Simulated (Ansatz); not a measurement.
**Al₃Ru₂: strain energy, fitted**

Al₃Ru₂, I4/mmm, a = 3.073 Å, c = 14.252 Å. The structure is a Materials Project entry; whether it is the stable form wasn't checked. Ansatz: PBEsol, PAW, 420 eV, Γ-centred 12×12×4 mesh on 10 atoms, Gaussian smearing 0.10 eV; no spin polarisation. Series: equal strain along all axes, cell held, atoms relaxed; x is the strain in per cent. y is the free energy over the unstrained cell, V0 = 13.461 Å³/atom.

| x (%) | y (meV/atom) |
| --- | --- |
| -4.5 | ? |
| -3.0 | 71.91 |
| -1.5 | 17.01 |
| 0.0 | 0.00 |
| 1.5 | 15.42 |
| 3.0 | 58.65 |
| 4.5 | 125.38 |

Problem. Fit y = c2 x² + c3 x³ to the other rows, turn c2 into a modulus, and predict the missing energy.

Solution. Least squares on the rows shown. y = 7.2626 x² − 0.23912 x³. In eV per unit strain² c2 is 72.63; the stiffness is B for this strain (E = 9/2 B V0 ε², shape held): 2 × 72.63 × 160.2 / (9 × 13.461) = 192 GPa. At x = -4.5 the fit asked for gives 168.86 meV/atom. The run gave 170.67 meV/atom, so the fit is 1.81 meV/atom too low, 1.1 % of the span of the series, against an rms of 0.15 meV/atom on the fitted rows. The row lies outside the fitted range. With a term in x⁴ added, a fit to the same known rows predicts 170.17 meV/atom, so most of the miss is curvature that the known rows already hold.